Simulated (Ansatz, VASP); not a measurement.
# GaSb in two plane-wave programs

Wanted: the spread between two codes on one cell, functional and k mesh. The cell is taken from a series of runs on this material, whose earlier steps may have relaxed, scaled, displaced or heated it; both programs get it as it stands.

Method: plane waves, with VASP 6.6.1 beside it; zone-centre phonons at LDA, in Ansatz 0.2.0.

## (1) Set-up

It takes space group R3m (No. 160, trigonal). The conventional cell has a = 4.448 Å, b = 4.448 Å, c = 10.272 Å, α = 90.00°, β = 90.00°, γ = 120.00°. Nearest to Ga lie 4 Sb at 2.63 to 2.69 Å. Sb has 4 Ga at 2.63 to 2.69 Å nearest. Farther neighbours are not listed.

Coordinates:

```xyz
2
Lattice="-0.1200 3.0254 3.0254 3.0254 -0.1200 3.0254 3.0254 3.0254 -0.1200" Properties=species:S:1:pos:R:3 pbc="T T T"
Ga    0.0174    0.0174    0.0174
Sb    4.4307    4.4307    4.4307
```

## (2) VASP: zone-centre phonons, LDA

Second derivatives magnify differences that forces hide, and they need a tight electronic threshold.

Lines of VASP's logs that name or quote its potential files are left out, and so is its time.

The input, INCAR:

```
SYSTEM = GaSb
PREC = Accurate
ENCUT = 500
EDIFF = 1E-08
NELM = 120
ISMEAR = 1
SIGMA = 0.2
LREAL = .FALSE.
ALGO = Normal
GGA = CA
NBANDS = 15
LORBIT = 11
LWAVE = .FALSE.
LCHARG = .FALSE.
ISIF = 2
IBRION = 8
LASPH = .TRUE.
GGA_COMPAT = .FALSE.
KPAR = 2
```

The input, POSCAR:

```
GaSb
1.0
   -0.1199539160      3.0253868662      3.0253868662
    3.0253868662     -0.1199539160      3.0253868662
    3.0253868662      3.0253868662     -0.1199539160
Ga Sb
1 1
Direct
    0.0029407266      0.0029407266      0.0029407266
    0.7470592734      0.7470592734      0.7470592734
```

The input, KPOINTS:

```
Automatic mesh
0
Gamma
12 12 12
0 0 0
```

The projector-augmented-wave data sets are Ga_d and Sb (LDA family, release 64).

Launch:

```sh
$ mpirun -np 2 vasp_std
```

Numbers of over 12 decimals in the logs are rounded to 6 here.

The log of the run:

```text
[banner, memory and clock lines left out]
running    2 mpi-ranks, on    1 nodes
 distrk:  each k-point on    1 cores,    2 groups
 distr:  one band on    1 cores,    1 groups

 POSCAR found type information on POSCAR GaSb
 POSCAR found :  2 types and       2 ions
 LDA part: xc-table for (Slater(with rela. corr.)+CA(PZ))
 , standard interpolation
 POSCAR, INCAR and KPOINTS ok, starting setup
 FFT: planning ... GRIDC
 FFT: planning ... GRID_SOFT
 FFT: planning ... GRID
 WAVECAR not read
 entering main loop
       N       E                     dE             d eps       ncg     rms          rms(c)
DAV:   1     0.801041590555E+02    0.80104E+02   -0.85288E+03  5726   0.143E+03
DAV:   2    -0.243212557631E+01   -0.82536E+02   -0.79725E+02  6664   0.299E+02
DAV:   3    -0.861709123300E+01   -0.61850E+01   -0.61588E+01  6650   0.679E+01
DAV:   4    -0.872800783311E+01   -0.11092E+00   -0.11089E+00  7141   0.102E+01
DAV:   5    -0.873067810412E+01   -0.26703E-02   -0.26702E-02  7228   0.139E+00    0.317E+00
DAV:   6    -0.864823963907E+01    0.82438E-01   -0.74318E-02  8227   0.430E+00    0.182E+00
DAV:   7    -0.861597221788E+01    0.32267E-01   -0.47437E-02  6734   0.171E+00    0.296E-01
DAV:   8    -0.861558356451E+01    0.38865E-03   -0.48218E-03  7133   0.811E-01    0.885E-02
DAV:   9    -0.861565138073E+01   -0.67816E-04   -0.36259E-04  6932   0.173E-01    0.324E-02
DAV:  10    -0.861564768107E+01    0.36997E-05   -0.22880E-05  7308   0.400E-02    0.109E-02
DAV:  11    -0.861565074903E+01   -0.30680E-05   -0.40471E-06  6517   0.182E-02    0.422E-03
DAV:  12    -0.861565077363E+01   -0.24593E-07   -0.19828E-07  7366   0.379E-03    0.105E-03
DAV:  13    -0.861565078127E+01   -0.76411E-08   -0.22593E-08  6678   0.128E-03
   1 F= -.86156508E+01 E0= -.86157985E+01  d E =0.443193E-03
 Linear response reoptimize wavefunctions to high precision
DAV:   1    -0.861565078118E+01    0.85038E-10   -0.14131E-09  5663   0.376E-04
DAV:   2    -0.861565078121E+01   -0.31378E-10   -0.22416E-10  4102   0.134E-04
 Linear response DOF=           2
 Linear response progress:
  Degree of freedom:   1/  2
       N       E                     dE             d eps       ncg     rms          rms(c)
RMM:   1    -0.167964165565E+00   -0.16796E+00    0.86112E-02 17739   0.834E+00
RMM:   2    -0.166767819078E+00    0.11963E-02   -0.27374E-02 26568   0.135E+00    0.390E-02
RMM:   3    -0.166855423425E+00   -0.87604E-04   -0.36909E-03 27589   0.456E-01    0.243E-02
RMM:   4    -0.166808584018E+00    0.46839E-04   -0.18168E-03 30406   0.225E-01    0.145E-02
RMM:   5    -0.166822085227E+00   -0.13501E-04   -0.81515E-05 29385   0.572E-02    0.514E-03
RMM:   6    -0.166823784859E+00   -0.16996E-05   -0.16034E-05 29894   0.254E-02    0.937E-04
RMM:   7    -0.166815349947E+00    0.84349E-05   -0.76232E-06 29292   0.112E-02    0.487E-04
RMM:   8    -0.166815645252E+00   -0.29530E-06   -0.15550E-06 28326   0.540E-03    0.300E-04
RMM:   9    -0.166818346886E+00   -0.27016E-05   -0.26076E-07 29669   0.256E-03    0.631E-05
RMM:  10    -0.166818403329E+00   -0.56443E-07   -0.41434E-07 28983   0.117E-03    0.351E-05
RMM:  11    -0.166818546188E+00   -0.14286E-06   -0.87794E-08 29692   0.586E-04    0.268E-05
RMM:  12    -0.166818727249E+00   -0.18106E-06   -0.64671E-08 29383   0.309E-04    0.151E-05
RMM:  13    -0.166818840896E+00   -0.11365E-06   -0.11530E-08 29945   0.163E-04    0.169E-06
RMM:  14    -0.166818825472E+00    0.15424E-07    0.27696E-09 29329   0.922E-05    0.372E-06
RMM:  15    -0.166818857560E+00   -0.32088E-07    0.67474E-10 29224   0.584E-05    0.560E-07
RMM:  16    -0.166818865297E+00   -0.77364E-08   -0.62646E-09 28996   0.400E-05    0.233E-07
 first order change of Fermi-energy   0.12476E+01
 force on displaced ion       1 direction 1 :  -7.080  -0.329  -0.329
 Linear response progress:
  Degree of freedom:   2/  2
       N       E                     dE             d eps       ncg     rms          rms(c)
RMM:   1    -0.290531333254E-01   -0.29053E-01    0.67389E-03 28644   0.133E+00
RMM:   2    -0.266166372797E-01    0.24365E-02   -0.32765E-03 26208   0.363E-01    0.646E-02
RMM:   3    -0.265523082466E-01    0.64329E-04   -0.19166E-04 29218   0.990E-02    0.348E-02
RMM:   4    -0.265640719237E-01   -0.11764E-04   -0.33262E-05 28948   0.428E-02    0.442E-03
RMM:   5    -0.265689909845E-01   -0.49191E-05   -0.40665E-06 30264   0.149E-02    0.278E-03
RMM:   6    -0.265631143678E-01    0.58766E-05   -0.99026E-07 28752   0.471E-03    0.829E-04
RMM:   7    -0.265618030470E-01    0.13113E-05   -0.17562E-07 29946   0.146E-03    0.293E-04
RMM:   8    -0.265613520345E-01    0.45101E-06   -0.43403E-08 28851   0.542E-04    0.859E-05
RMM:   9    -0.265613141349E-01    0.37900E-07    0.69365E-09 29482   0.210E-04    0.179E-05
RMM:  10    -0.265613417405E-01   -0.27606E-07    0.16394E-09 28938   0.804E-05    0.130E-05
RMM:  11    -0.265613396478E-01    0.20928E-08    0.91600E-10 30615   0.327E-05    0.225E-06
 first order change of Fermi-energy  -0.12473E+01
 force on displaced ion       2 direction 1 :  -7.097  -0.336  -0.336
 Linear response finished
```

OUTCAR, selected parts (step 2):

```text
ion  position               nearest neighbor table
   1  0.003  0.003  0.003-   2 2.63   2 2.69   2 2.69   2 2.69
   2  0.747  0.747  0.747-   1 2.63   1 2.69   1 2.69   1 2.69

  LATTYP: Found a trigonal (rhomboedric) cell.
 ALAT       =     4.2802243308
 COS(alpha) =     0.4599893199

 Subroutine GETGRP returns: Found  6 space group operations
 (whereof  6 operations were pure point group operations)

The static configuration has the point symmetry C_3v.

 Found    189 irreducible k-points:

   k-points           NKPTS =    189   k-points in BZ     NKDIM =    189   number of bands    NBANDS=     15

   dimension x,y,z NGX =    32 NGY =   32 NGZ =   32
   dimension x,y,z NGXF=    64 NGYF=   64 NGZF=   64

   ENCUT  =  500.0 eV  36.75 Ry    6.06 a.u.   7.80  7.80  7.80*2*pi/ulx,y,z

   NELECT =      18.0000    total number of electrons

 k-points in reciprocal lattice and weights: Automatic mesh
   0.00000000  0.00000000  0.00000000       0.001
   0.08333333  0.00000000 -0.00000000       0.003
   0.16666667 -0.00000000 -0.00000000       0.003
   0.25000000 -0.00000000 -0.00000000       0.003
   0.33333333  0.00000000  0.00000000       0.003
   0.41666667 -0.00000000 -0.00000000       0.003
   0.50000000 -0.00000000 -0.00000000       0.002
   0.08333333  0.08333333 -0.00000000       0.003
   0.16666667  0.08333333 -0.00000000       0.007
[...]
-0.41666667  0.50000000  0.41666667       0.003
   0.50000000  0.50000000  0.50000000       0.001

 average (electrostatic) potential at core
       1 -67.0898       2 -88.8949

  Total       -0.9623266     -0.9623266     -0.9623266      0.5108820      0.5108820      0.5108820
  in kB      -26.2774338    -26.2774338    -26.2774338     13.9502200     13.9502200     13.9502200
  external PRESSURE =     -26.2774338 kB  Pullay stress =       0.0000000 kB

  energy-cutoff  :      500.00
  volume of cell :       58.67
      direct lattice vectors                 reciprocal lattice vectors
    -0.119953916  3.025386866  3.025386866    -0.155750131  0.162180443  0.162180443
     3.025386866 -0.119953916  3.025386866     0.162180443 -0.155750131  0.162180443
     3.025386866  3.025386866 -0.119953916     0.162180443  0.162180443 -0.155750131

 POSITION                                       TOTAL-FORCE (eV/Angst)
 -----------------------------------------------------------------------------------
      0.01744      0.01744      0.01744         0.002603      0.002603      0.002603
      4.43067      4.43067      4.43067        -0.002603     -0.002603     -0.002603
 -----------------------------------------------------------------------------------
    total drift:                               -0.000182     -0.000182     -0.000182

 Eigenvectors and eigenvalues of the dynamical matrix
 ----------------------------------------------------

   1 f  =    6.535914 THz    41.066359 2PiTHz  218.014626 cm-1    27.030356 meV
             X         Y         Z           dx          dy          dz
      0.017441  0.017441  0.017441    -0.460051   -0.460051   -0.460051
      4.430674  4.430674  4.430674     0.348836    0.348836    0.348836

   2 f  =    6.102329 THz    38.342063 2PiTHz  203.551782 cm-1    25.237193 meV
             X         Y         Z           dx          dy          dz
      0.017441  0.017441  0.017441    -0.605899    0.508904    0.096995
      4.430674  4.430674  4.430674     0.458867   -0.385409   -0.073458

   3 f  =    6.102329 THz    38.342063 2PiTHz  203.551782 cm-1    25.237193 meV
             X         Y         Z           dx          dy          dz
      0.017441  0.017441  0.017441     0.237815    0.405816   -0.643631
      4.430674  4.430674  4.430674    -0.180105   -0.307338    0.487443

   4 f/i=    0.002254 THz     0.014162 2PiTHz    0.075184 cm-1     0.009322 meV
             X         Y         Z           dx          dy          dz
      0.017441  0.017441  0.017441     0.269021    0.223216   -0.492237
      4.430674  4.430674  4.430674     0.355222    0.294740   -0.649962

   5 f/i=    0.002254 THz     0.014162 2PiTHz    0.075184 cm-1     0.009322 meV
             X         Y         Z           dx          dy          dz
      0.017441  0.017441  0.017441     0.413067   -0.439513    0.026446
      4.430674  4.430674  4.430674     0.545424   -0.580343    0.034919

   6 f/i=    0.006238 THz     0.039195 2PiTHz    0.208079 cm-1     0.025798 meV
             X         Y         Z           dx          dy          dz
      0.017441  0.017441  0.017441     0.348836    0.348836    0.348836
      4.430674  4.430674  4.430674     0.460051    0.460051    0.460051

 ELASTIC MODULI CONTR FROM IONIC RELAXATION (kBar)
 Direction    XX          YY          ZZ          XY          YZ          ZX
 --------------------------------------------------------------------------------
 XX          -4.6962     -4.5266     -4.5266    -14.7269    -18.8001    -15.2944
 YY          -4.5266     -4.6962     -4.5266    -15.2944    -14.7269    -18.8001
 ZZ          -4.5266     -4.5266     -4.6962    -18.8001    -15.2944    -14.7269
 XY         -14.7269    -15.2944    -18.8001   -115.1751    -29.0905    -29.0905
 YZ         -18.8001    -14.7269    -15.2944    -29.0905   -115.1751    -29.0905
 ZX         -15.2944    -18.8001    -14.7269    -29.0905    -29.0905   -115.1751
 --------------------------------------------------------------------------------
```

## (3) Ansatz: zone-centre phonons, LDA

Ansatz runs on its PAW soft_1 files.

The same cell, functional (in two slightly different forms), mesh and smearing now go to Ansatz, which takes its cutoff from its data sets.

The input, input.yaml:

```yaml
crystal:
  lattice:
    - [-0.119953916, 3.0253868662, 3.0253868662]
    - [3.0253868662, -0.119953916, 3.0253868662]
    - [3.0253868662, 3.0253868662, -0.119953916]
  atoms:
    - { symbol: Ga, position: [0.0029407266, 0.0029407266, 0.0029407266] }
    - { symbol: Sb, position: [0.7470592734, 0.7470592734, 0.7470592734] }
kpoints:
  mp_grid: { grid: [12, 12, 12] }
hamiltonian:
  xc: lda
  pseudopotentials: { kind: paw, azcp: { folder: soft_1 }, xc_functional: pbe }
scf:
  occupations: { method: methfessel_paxton, width: 0.2 }
output:
  eigenvalues: true
phonons:
  method: dfpt
```

Launch:

```sh
$ ansatz run input.yaml --threads 4 --pin off --max-ram 10240MiB --backend cpu --events-out ev --progress --plain --runs-dir out
```

The log of the run:

```text
Engine: ansatz 0.2.0, x86_64-unknown-linux-gnu
Pseudopotentials: kind: paw
Pseudopotential: Ga, paw, valence charge 13, recommended cutoff 420 eV (normal), soft_1/Ga.paw.azcp
Pseudopotential: Sb, paw, valence charge 15, recommended cutoff 420 eV (normal), soft_1/Sb.paw.azcp
Functional definition: SPW92
  exchange = slater_x
  correlation = pw_c
Crystal: 2 atoms, lattice volume = 58.675 Å³
Basis set: ecut = 420 eV, 1169 PW (Γ), exchange–correlation on 60×60×60 points (8 copies of the dense FFT grid, shifted against one another)
Bands: 18, of which v1, the nominal top of the filled ones, is band 14 counted from 1 (13 counted from 0)
Symmetry: 6 space group operations
k-points: 476 of 1728 (irreducible under 2 space group operations, time reversal used)
Non-local potential: Ga, projectors of the file, l = 0: 2, l = 1: 2, l = 2: 3, l = 3: 1
Non-local potential: Sb, projectors of the file, l = 0: 2, l = 1: 2, l = 2: 2, l = 3: 1
PAW form: soft (Blöchl's): semilocal exchange-correlation on the pseudo side does not see the compensation charge
PAW frozen core: Ga, regenerated for the run's functional, and the local potential with it (the file was generated under x = pbe(κ = 0.804, μ = 0.219515), c = pbe(β = 0.066725))
PAW frozen core: Sb, regenerated for the run's functional, and the local potential with it (the file was generated under x = pbe(κ = 0.804, μ = 0.219515), c = pbe(β = 0.066725))
PAW one-centre angular grid: Ga, 590 points (default); XC on 64 Gauss nodes
PAW one-centre angular grid: Sb, 590 points (default); XC on 64 Gauss nodes
Initial density: superposition of atomic densities (chi_scale 0.1, normalization cell, long waves kept (reshape's long-wave potential 0.00 eV rms))
Initial wavefunctions: pseudopotential atomic-orbital guess
Functional: x = slater, c = lda
SCF iter   1: F=—  HF=-10043.186006 eV  |F-HF|=—  |Δ(HF+E_count)|=         —  Δρ=2.96e-2  dr2=4.29e-1  ethr=3.10e-3  ⟨swp⟩=5.4  Hψ=42605  notcnv=0
preconditioner: auto → Kerker (q_TF=auto, 2.412 Å⁻¹)  [metal: Δε(μ)=0.075 eV  Ē_g=14.702 eV  σ=0.200 eV  W_gap=0.30  n_scr=14 (ndim 8)  ℏωp=20.6 eV  f_vac=0.009  D(μ)=0.06/eV (n_scr^D=0)]
SCF iter   2: F=—  HF=-10043.118676 eV  |F-HF|=—  |Δ(HF+E_count)|=   6.73e-2  S|Δr|=    0.00e0  Δρ=1.86e-2  dr2=1.98e-1  ethr=1.53e-3  ⟨swp⟩=1.1  Hψ=12400  notcnv=0
SCF iter   3: F=—  HF=-10043.062150 eV  |F-HF|=—  |Δ(HF+E_count)|=   5.65e-2  S|Δr|=    0.00e0  Δρ=3.30e-3  dr2=1.50e-2  ethr=7.06e-4  ⟨swp⟩=2.2  Hψ=10031  notcnv=0
SCF iter   4: F=—  HF=-10043.060364 eV  |F-HF|=—  |Δ(HF+E_count)|=   1.79e-3  S|Δr|=    0.00e0  Δρ=1.60e-3  dr2=3.41e-3  ethr=5.36e-5  ⟨swp⟩=2.0  Hψ=12010  notcnv=0
SCF iter   5: F=—  HF=-10043.061104 eV  |F-HF|=—  |Δ(HF+E_count)|=   7.40e-4  S|Δr|=    0.00e0  Δρ=1.37e-3  dr2=7.65e-4  ethr=1.22e-5  ⟨swp⟩=2.0  Hψ=12855  notcnv=0
SCF iter   6: F=—  HF=-10043.060055 eV  |F-HF|=—  |Δ(HF+E_count)|=   1.05e-3  S|Δr|=    0.00e0  Δρ=3.28e-4  dr2=4.16e-5  ethr=2.73e-6  ⟨swp⟩=2.0  Hψ=12735  notcnv=0
SCF iter   7: F=—  HF=-10043.060129 eV  |F-HF|=—  |Δ(HF+E_count)|=   7.42e-5  S|Δr|=    0.00e0  Δρ=1.08e-4  dr2=5.51e-6  ethr=1.49e-7  ⟨swp⟩=2.0  Hψ=12857  notcnv=0
SCF iter   8: F=—  HF=-10043.060131 eV  |F-HF|=—  |Δ(HF+E_count)|=   2.53e-6  S|Δr|=    0.00e0  Δρ=2.13e-5  dr2=2.26e-7  ethr=1.97e-8  ⟨swp⟩=2.2  Hψ=12799  notcnv=0
SCF iter   9: F=—  HF=-10043.060131 eV  |F-HF|=—  |Δ(HF+E_count)|=   5.74e-7  S|Δr|=    0.00e0  Δρ=8.16e-6  dr2=7.13e-8  ethr=8.07e-10  ⟨swp⟩=2.0  Hψ=11724  notcnv=0
SCF iter  10: F=—  HF=-10043.060131 eV  |F-HF|=—  |Δ(HF+E_count)|=   2.08e-8  S|Δr|=    0.00e0  Δρ=2.23e-6  dr2=5.71e-9  ethr=2.55e-10  ⟨swp⟩=2.0  Hψ=10338  notcnv=0
SCF iter  11: F=—  HF=-10043.060131 eV  |F-HF|=—  |Δ(HF+E_count)|=  6.44e-10  S|Δr|=    0.00e0  Δρ=7.42e-7  dr2=4.53e-10  ethr=2.04e-11  ⟨swp⟩=3.0  Hψ=15122  notcnv=0
SCF iter  12: F=—  HF=-10043.060131 eV  |F-HF|=—  |Δ(HF+E_count)|=  1.49e-10  S|Δr|=    0.00e0  Δρ=2.40e-7  dr2=4.53e-11  ethr=1.62e-12  ⟨swp⟩=2.0  Hψ=15158  notcnv=0
SCF iter  13: F=-10043.060131 eV  HF=-10043.060131 eV  |F-HF|=3.64e-12  |Δ(HF+E_count)|=    0.00e0  S|Δr|=    0.00e0  Δρ=7.61e-8  dr2=4.22e-12  ethr=1.00e-12  ⟨swp⟩=6.0  Hψ=39136  notcnv=0
SCF 1 converged in 13 iterations: F = -10043.060131 eV  dr2 = 4.22e-12
  greatest PAW one-centre occupation: 0.996 electrons in one spin orbital (limit 2), on the Sb atom at site 1 (counted from 0), in its partial waves of l = 2
DFPT response loops at Γ: preconditioner auto → Kerker (q_TF=auto, 2.412 Å⁻¹) (partly filled bands, converged f_vac=0.081); β = 1.00, the filter's whole step (`scf.mixing.beta` (0.50) is not read by the response loops under this deck's `scf.mixing.preconditioner`; to damp them name `kerker` or `kerker_dos`, under which they read `scf.mixing.beta`, and type it under 1.00, their step now; both keys bind the ground state too); Broyden in place of MSR1
SCF converged after 13 iterations
Stability not checked: this state was not tested for a lower state beside it, because cold or Methfessel-Paxton smearing, or corrected tetrahedra, fill the levels in a way that the test cannot read (fill_not_monotonic; see scf.lower_state_search)
Free energy (F): -10043.060131 eV
Harris-Foulkes:  -10043.060131 eV  (|F-HF|=3.64e-12)
Internal energy: -10043.060599 eV  (E = F + TS)
E sigma→0 (E₀):  -10043.060248 eV
Entropy (-TS):   0.000468 eV (0.234 meV/atom)
Fermi energy:    7.222374 eV
--- Per-component energies (eV) ---
  E_band       = -274.674463
  E_kinetic    = 276.183775
  E_local      = -3419.441466  (includes V_loc(G=0)·N_el)
  E_nonlocal   = 302.257566
  E_hartree    = 1741.308665
  E_xc         = -160.875255
  E_vxc        = -146.757509  (∫ρ·V_xc dr)
  E_paw        = -6310.683011  (= ΣΔE_a)
  E_vpaw       = -769.534065  (= ΣTr[D̂ρ^β])
  E_aug_tail   = -0.000079  (compensation charges beyond the density's cutoff)
  E_ewald      = -2474.098086
  E_core_change = 2.287292  (= ΣΔE_core)
  E_smearing   = 0.000468  (= −TS)
  E_closure    = -0.000000  (closes the sum)
  Σ components = -10043.060131   (vs F -10043.060131, Δ=0.00e0)
--- Band table (eV; the first three rows and the last of 476) ---
  k-point 0: bands = [... 10 lower, -4.1869, 6.7172, 7.0543, 7.0543, 7.4690, 9.8150, 9.8150, 10.3799]
  k-point 1: bands = [... 10 lower, -4.1202, 5.6303, 6.9514, 7.2528, 7.8599, 9.9732, 10.0768, 10.4961]
  k-point 2: bands = [... 10 lower, -3.9242, 4.3095, 6.7155, 6.9850, 8.0792, 10.3395, 10.5896, 11.1079]
  k-point 475: bands = [... 10 lower, -2.4213, 0.9717, 5.8261, 5.8261, 6.9210, 10.7022, 10.7022, 13.2277]
--- Phonons (Γ-DFPT): 2 representative perturbations + reference, on 476 of 1728 k-points (Σ response iterations 6) ---
  k mesh reduced under 2 symmetry operations, with k and −k counted as one. Each operation leaves every solved perturbation unchanged. A smaller set is not used because it would not reduce the number of displacements times k-points to solve
  ASR residual: 3.173e-5 → 0.000e0 eV/Å²; symmetrization residual: 3.676e-6 eV/Å²
  ASR residual per site (eV/Å²): 3.17e-5 1.68e-5
  Γ frequencies (cm⁻¹): 0.00 0.00 0.00 201.67 201.67 216.69
  non-analytic LO–TO correction: not included (Born effective charges unavailable; polar crystals: no LO–TO splitting at Γ)
```

## (4) Side by side

Known differences besides the potentials themselves: the two LDA forms differ slightly; the data sets hold 28 valence electrons in Ansatz (on its PAW soft_1 files) and 18 in VASP; the cutoff is 420 eV in Ansatz and 500 eV in VASP; VASP's log shows a relativistic correction to its local exchange, Ansatz's none. Total energies have different zeros and are not compared.

Compared:

| quantity | Ansatz | VASP | difference |
| --- | --- | --- | --- |
| optical mode 1 to 2 (cm⁻¹) | 201.7 | 203.6 | -0.92 % |
| optical mode 3 (cm⁻¹) | 216.7 | 218.0 | -0.61 % |

Modes are paired by rising frequency, not by their patterns, so a pair may set unlike modes beside each other; they are those without the splitting of longitudinal modes.

## (5) What came out

```json
{
 "r.m.s. difference of the optical zone-centre modes, each program's sorted by frequency (zone-centre phonons, LDA)": "1.7 cm⁻¹",
 "difference in optical mode 1 to 2 (zone-centre phonons, LDA)": "-0.9 %"
}
```

What this shows: The r.m.s. difference of the optical zone-centre modes, each program's sorted by frequency is 1.7 cm⁻¹ (zone-centre phonons, LDA). The data sets hold unlike numbers of valence electrons (28 in Ansatz and 18 in VASP), so part of the differences comes from the potentials. Among the rows given in per cent, the largest difference of the zone-centre phonons, LDA pair is in optical mode 1 to 2, -0.9 %. How closely two codes agree says nothing of how well the functional describes the real material.

[Lines on the potential files, build, host, timing and source positions are cut from VASP's logs without a mark.]

[Logs are printed without paths, hosts, clocks, repeated set-up lines and the standing remarks that a program may print on its own settings, such as how far it seeks lower states.]

[Hosts, paths, dates, database ids (printed as entryN), source tags and the programs' standing remarks are cut or masked in the printed files.]
